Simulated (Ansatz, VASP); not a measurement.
Two plane-wave programs on RbBr

```
CELL_PARAMETERS angstrom
4.77789 0.00000 0.00000
-2.38894 4.13777 0.00000
0.00000 0.00000 4.36235
ATOMIC_POSITIONS crystal
Rb 0.33333 0.66667 0.50000
Br 0.00000 0.00000 0.00000
```

Change from the starting cell: species swapped into the LuTe type (P-6m2, No. 187).

Alike in both runs: functional PBE; k mesh 6 × 6 × 6; occupations gaussian, width 0.02 eV; no spin polarisation.

Ansatz relaxed the structure, and its values are those at the end. VASP's run is a single point on that final structure, the one shown.

|  | VASP | Ansatz |
| --- | --- | --- |
| version | VASP 6.6.1 | Ansatz 0.2.0 |
| potentials or method | VASP PAW PBE potentials, release 64 (Rb_sv, Br) | scalar-relativistic, plane waves, PAW |
| plane-wave cutoff (eV) | 520 | 420 |
| valence electrons in the cell | 16 | 16 |

```tsv
	VASP	Ansatz	Ansatz less VASP
gap on the k mesh at the Fermi level (eV)	3.95	3.95	0.000
least direct gap on the mesh (eV)	3.95	3.95	0.000
pressure (GPa)	0.0	0.0	-0.02
```

With one functional, cell and mesh, what is left measures potentials, basis and numerics.
